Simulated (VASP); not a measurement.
Crystal: ScAl3.

```xyz
4
Lattice="4.0878 0.0000 0.0000 0.0000 4.0878 0.0000 0.0000 0.0000 4.0878" Properties=species:S:1:pos:R:3 pbc="T T T"
Sc    0.0000    0.0000    0.0000
Al    2.0439    2.0439    0.0000
Al    0.0000    2.0439    2.0439
Al    2.0439    0.0000    2.0439
```

The cell is a database's computed one.

* Program: VASP 6.6.1
* Task: relaxation of cell and atoms
* Functional: PBEsol
* Dispersion: D3
* Potentials or basis: VASP PAW PBE potentials, release 64 (Sc_sv, Al)
* Cutoff: 600 eV
* k mesh: 7 × 7 × 7
* Occupations: fermi-dirac, width 0.05 eV
* Spin: no spin polarisation

At the start: pressure -3.1 GPa; volume 17.08 Å³/atom.

**Question.** How do energy, volume and symmetry change on relaxing?

**Answer.** Over 3 steps the energy falls by 5.8 meV/atom and the volume is 16.49 Å³/atom (-3.4 %); space group Pm-3m (No. 221, to 0.05 Å).

Step by step:
```csv
step,energy change (eV),largest force (eV/Å),pressure (GPa),volume (Å³)
1,0.0000,0.0000,-3.07,68.31
2,-0.0198,0.0000,1.26,65.13
3,-0.0231,0.0000,0.00,65.97
```

Final structure:
```xyz
4
Lattice="4.0406 0.0000 0.0000 0.0000 4.0406 0.0000 0.0000 0.0000 4.0406" Properties=species:S:1:pos:R:3 pbc="T T T"
Sc    0.0000    0.0000    0.0000
Al    2.0203    2.0203    0.0000
Al    0.0000    2.0203    2.0203
Al    2.0203    0.0000    2.0203
```

Caveat: the PAW data sets were made with another functional, which shifts forces and pressure a little; pairwise dispersion overbinds metals, which lowers pressure and volume.
